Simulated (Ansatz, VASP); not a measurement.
**CaF2 (Fluorite) in VASP and in Ansatz**

```
Ca F
1.0
     0.00000    2.71267    2.71267
     2.71267    0.00000    2.71267
     2.71267    2.71267    0.00000
Ca F
1 2
Direct
  0.00000 0.00000 0.00000
  0.75000 0.75000 0.75000
  0.25000 0.25000 0.25000
```

Change from the starting cell: volume scaled by 0.98.

Alike in both runs: task single point; functional PBE; k mesh 8 × 8 × 8; occupations fermi-dirac, width 0.05 eV; no spin polarisation.

```csv
,VASP,Ansatz
version,VASP 6.6.1,Ansatz 0.2.0
potentials or method,"VASP PAW PBE potentials, release 64 (Ca_sv, F)",Ansatz PAW
plane-wave cutoff (eV),520,420
valence electrons in the cell,24,24
```

VASP gave:

* gap on the k mesh at the Fermi level (eV): 7.40
* least direct gap on the mesh (eV): 7.66
* pressure (GPa): 4.4

Q: Which values does Ansatz return?

A: gap on the k mesh at the Fermi level (eV): 7.42; least direct gap on the mesh (eV): 7.68; pressure (GPa): 4.0.

With one functional, cell and mesh, what is left measures potentials, basis and numerics.

Caveats: the pressure holds a Pulay correction of +0.6 GPa for the finite cutoff (Ansatz). A k mesh can miss the band edges.
